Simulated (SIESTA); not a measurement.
## PbSe (Clausthalite) under changes of volume

One of the cells (28.671 Å³/atom); the others are scaled copies at fixed shape and fractional positions:

```
Pb Se
1.0
     0.00000    3.06065    3.06065
     3.06065    0.00000    3.06065
     3.06065    3.06065    0.00000
Pb Se
1 1
Direct
  0.00000 0.00000 0.00000
  0.50000 0.50000 0.50000
```

| Property | Result |
| --- | --- |
| Program | SIESTA 5.4.2 |
| Functional | LDA |
| Potentials or basis | PseudoDojo 0.4 standard (LDA files) |
| Basis | DZP (energy shift 0.002 Ry) |
| Grid cutoff | 500 Ry |
| Energy shift | 0.002 Ry |
| k mesh | 8 × 8 × 8 |
| Occupations | fermi-dirac, width 0.05 eV |
| Spin | no spin polarisation |

```csv
volume (Å³/atom),energy over the lowest point (meV/atom),pressure (GPa),gap on the mesh (eV)
26.951,15.88,3.4,0.10
27.524,5.98,2.1,0.17
28.097,0.84,0.8,0.24
28.671,0.00,-0.3,0.30
29.244,?,?,?
29.818,9.62,-2.3,0.41
30.391,19.35,-3.1,0.46
```

Task: What does the run at 29.244 Å³/atom give?

Result: Energy over the lowest point 3.08 meV/atom; pressure -1.4 GPa; gap on the mesh 0.36 eV.

Worked out: A Birch-Murnaghan fit of order 3 (a polynomial in V^(-2/3)) to the other rows has its minimum at 28.50 Å³/atom with B0 = V·E''(V) = 56 GPa and B' = 4.1. It gives 3.05 meV/atom at 29.244 Å³/atom, against the run's 3.08, and -dE/dV = -1.4 GPa, against -1.4.

Energies are extrapolated to zero smearing.

Caveats: semicore shells carry a single zeta, which can move pressures by several GPa and volumes by a few percent; spin-orbit coupling is left out, which as a rule narrows the gap of such compounds by several tenths of an eV; the basis of atomic orbitals isn't converged, which shifts pressures, moduli and gaps.

A mesh can miss the band edges.
